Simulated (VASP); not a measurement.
Here is a VASP 6.6.1 calculation.

The input POSCAR:

```
KI
1.0
    0.0000000000      3.5445661619      3.5445661619
    3.5445661619      0.0000000000      3.5445661619
    3.5445661619      3.5445661619      0.0000000000
K I
1 1
Direct
    0.0000000000      0.0000000000      0.0000000000
    0.5000000000      0.5000000000      0.5000000000
```

INCAR.step1

```
ALGO = Normal ; EDIFF = 1E-4
ENCUT = 520 ; GGA = PE
ISMEAR = 0 ; LASPH = T
LCHARG = F ; LREAL = F
LWAVE = T ; NBANDS = 15
NELM = 100 ; PREC = Accurate
SIGMA = 0.01
```

Contents of INCAR.step2:

```
ALGO = Normal ; EDIFF = 1E-6
ENCUT = 520 ; ISIF = 2
ISMEAR = 0 ; ISTART = 1
LASPH = T ; LCHARG = F
LMIXTAU = T ; LREAL = F
LWAVE = F ; METAGGA = R2SCAN
NBANDS = 15 ; NELM = 100
PREC = Accurate ; SIGMA = 0.01
```

File KPOINTS:

```
k-points
0
Gamma
  6 6 6
```

Potentials or basis: VASP PAW PBE potentials, release 64 (K_sv, I).

The run is started by

```bash
$ cat potpaw_PBE.64/K_sv/POTCAR potpaw_PBE.64/I/POTCAR > POTCAR
$ cp INCAR.step1 INCAR
$ mpirun -np 1 vasp_std > vasp.out
$ cp INCAR.step2 INCAR
$ mpirun -np 1 vasp_std > vasp.out
```

(1) Estimate the pressure.

(2) What does it give for the band gap on the k mesh?

Results:

(1) 0.0 GPa.

(2) 4.58 eV, direct.

Caveat: the PAW data sets were made with another functional, which shifts forces and pressure a little; spin-orbit coupling is left out, which moves the levels of the heavy elements.

**The experiment to reproduce.**

From a printed reference work, monograph, for a bulk crystal of KI: band gap 6.32 eV.

Against the measured gap of KI, 6.32 eV (a printed reference work, monograph), the calculated 4.58 eV is off by -1.74 eV. Spin-orbit coupling on I is left out. The value is that of r2SCAN, without temperature or zero-point motion.
